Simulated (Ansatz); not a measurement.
**Cs: one input, then a changed one**

The structure comes from a relaxation in the same program, started in the diamond type. Whether it is a known phase or the ground state wasn't checked. The listed cell was then made from it by scaling, straining or moving an atom.

First run: DFT, PBE, all-electron LAPW, scalar-relativistic (Ansatz 0.2.0).

Command: `ansatz run input.yaml --threads 1 --pin off --max-ram 2048MiB --backend cpu --events-out ev --progress --plain --runs-dir out` The run took 13 s on 1 thread of Intel(R) Xeon(R) Platinum 8259CL CPU @ 2.50GHz (Skylake/Cascade Lake), with other jobs on the host, peak memory 0.49 GiB.

```yaml
crystal:
  lattice:
    - [0.0, 5.7717042268, 5.7717042268]
    - [5.7717042268, 0.0, 5.7717042268]
    - [5.7717042268, 5.7717042268, 0.0]
  atoms:
    - { symbol: Cs, position: [0.0, 0.0, 0.0] }
    - { symbol: Cs, position: [0.25, 0.25, 0.25] }
kpoints:
  mp_grid: { grid: [11, 11, 11] }
scf:
  occupations: { method: fermi_dirac, width: 0.05 }
hamiltonian:
  xc: pbe
  pseudopotentials: { kind: all_electron, lapw: { basis_error: 0.00025 } }
output:
  forces: true
  stress: true
  eigenvalues: true
```

Result: converged; pressure -0.01 GPa; a gap of under 0.03 eV on the k mesh; 6 SCF iterations.

Spin–orbit coupling is left out, though it moves levels of the heavy atoms by tenths of an eV or more.

The input is then changed:

```diff
@@ -10,5 +10,6 @@
   mp_grid: { grid: [11, 11, 11] }
 scf:
-  occupations: { method: fermi_dirac, width: 0.05 }
+  occupations: { method: tetrahedron_uncorrected }
+  n_extra_bands: 16
 hamiltonian:
   xc: pbe
@@ -18,3 +19,5 @@
   stress: true
   eigenvalues: true
+magnetization:
+  spin_polarized: true
```

**Question.** Predict the outcome of the changed run.

**Answer.** It converged; pressure -0.01 GPa; moment 0.00 μB; 9 SCF iterations.
